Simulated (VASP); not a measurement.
Take MgF$_{2}$ (rutile), without spin-orbit terms, in VASP with PAW potentials, and its band gap.

**Question.** One run gives 6.92 eV. Which level is it?
A. SCAN (own cell)
B. r2SCAN (own cell)
C. PBEsol (own cell)
D. TPSS (own cell)

**Answer.** C, PBEsol (own cell).  The others give 8.11 (r2SCAN (own cell)), 8.09 (SCAN (own cell)), 7.29 (TPSS (own cell)).

Only levels that ran to the end are used. Left out are those held back, those with too coarse a band path, GW runs whose mesh misses a band edge, hybrids' fits of cells that aren't cubic and levels without matching references; a question may draw on a part of the rest.

The compound is MgF2 in the rutile structure.
